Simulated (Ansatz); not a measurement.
# Si/Ca: a contact from a semiconductor to a metal

Is Si/Ca a contact for electrons or for holes? The semiconductor is Si diamond(111), undoped, with its far face capped by hydrogen, and the metal is Ca fcc(111), in direct contact. After relaxation the nearest pair at the metal is Ca–Si at 2.97 Å, along the normal. The common net has a side of 3.868 Å, which strains the semiconductor by +0.0 % and the metal by -0.9 %, against typed lattice constants near PBE's. The first steps treat the bulk crystals alone.

Calculated with Ansatz 0.2.0; PBE DFT, plane waves, PAW files, in the first sound run; inputs show where later runs differ.

## (1) Set-up

It takes space group Fd-3m (No. 227, cubic). Conventional cell: a = 5.470 Å, b = 5.470 Å, c = 5.470 Å, α = 90.00°, β = 90.00°, γ = 90.00°. Nearest to Si lie 4 Si at 2.37 Å.

## (2) Layer spacing of the electrode, 6 atoms, electrode Si diamond(111)

The electrode is held to the junction's net and relaxed along the normal; its spacing is used for the ideal lead layers.

The input, input.yaml:

```yaml
crystal:
  lattice:
    - [3.868, 0.0, 0.0]
    - [-1.934, 3.3497862618, 0.0]
    - [0.0, 0.0, 9.474102032]
  atoms:
    - { symbol: Si, position: [0.0, 0.0, 0.0] }
    - { symbol: Si, position: [0.0, 0.0, 0.25] }
    - { symbol: Si, position: [0.3333333333, 0.6666666667, 0.3333333333] }
    - { symbol: Si, position: [0.3333333333, 0.6666666667, 0.5833333333] }
    - { symbol: Si, position: [0.6666666667, 0.3333333333, 0.6666666667] }
    - { symbol: Si, position: [0.6666666667, 0.3333333333, 0.9166666667] }
kpoints:
  mp_grid: { grid: [12, 12, 3] }
scf:
  occupations: { method: fermi_dirac, width: 0.1 }
  max_iter: 150
hamiltonian:
  xc: pbe
relax:
  f_tol: 0.01
  max_steps: 40
  cell: { fix: [a, b, angles] }
```

Run with:

```sh
ansatz run input.yaml --threads 8 --pin off --max-ram 24576MiB --backend cpu --events-out ev --progress --plain --runs-dir out
```

Planned after this: layer spacing of the electrode, 3 atoms, electrode Ca fcc(111); relaxing the interfaces; T(E) from the semiconductor into the metal, atomic planes in the barrier 6, gap between the electrodes 12.44 Å; the contact's transmission, atomic planes in the barrier 10, gap between the electrodes 18.77 Å; the first cell with another functional, cutoff 500 eV. Settings of the main run: atomic planes in the barrier 6, cutoff 420 eV, 8×8×1 k-mesh, Fermi-Dirac occupations, smearing width 0.1 eV, left electrode Si diamond(111), right electrode Ca fcc(111), barrier Si diamond(111), barrier faces whole bilayers, net side 3.868 Å, left strain 0, right strain -0.009, barrier strain 0, gap between the electrodes 12.44 Å, lead length (27.55, 28.68) Å, alignment non-magnetic, PAW set soft 2.

**Question.** What will these runs give for the conduction edge of the semiconductor lead against the Fermi level, 6 planes; and conduction edge of the semiconductor lead against the Fermi level, 10 planes?

The metal's Fermi level lies in the gap of the semiconductor, 0.40 eV under the first conduction channel and 0.25 eV over the last valence one, as read in the lead, away from the contact; bands can bend on the way there. The edges are read from the typed mesh and energy grid, to 0.05 eV at best; the semiconductor's potential still steps by 25 meV a period, so they depend on where the lead is cut. Adding 4 atomic planes to the layer under the metal moves the conduction edge by +0.00 eV, about one grid step or less. r2SCAN moves the edges to -0.25 and +0.60 eV, 0.85 eV apart on the grid against 0.65 eV.

| Property | Result |
| --- | --- |
| conduction edge of the semiconductor lead against the Fermi level, 6 planes | +0.40 eV |
| conduction edge of the semiconductor lead against the Fermi level, 10 planes | +0.40 eV |
| conduction edge of the semiconductor lead against the Fermi level, r2SCAN | +0.60 eV |

The semiconductor is undoped and only a few nanometres thick, with its far face capped by hydrogen. A semilocal functional narrows gaps, and the two barriers add up to the gap, so their sum is too small. No spin-orbit coupling, phonons, disorder or image charges enter; the interfaces are ordered, one cell wide and lattice-matched by strain. Semilocal gaps are too small, which can bring a band edge of the barrier nearer to the Fermi level than it is.

[Logs are printed without paths, hosts, clocks, repeated set-up lines and the standing remarks that a program may print on its own settings, such as how far it seeks lower states.]

[Hosts, paths, dates, database ids (printed as entryN), source tags and the programs' standing remarks are cut or masked in the printed files.]
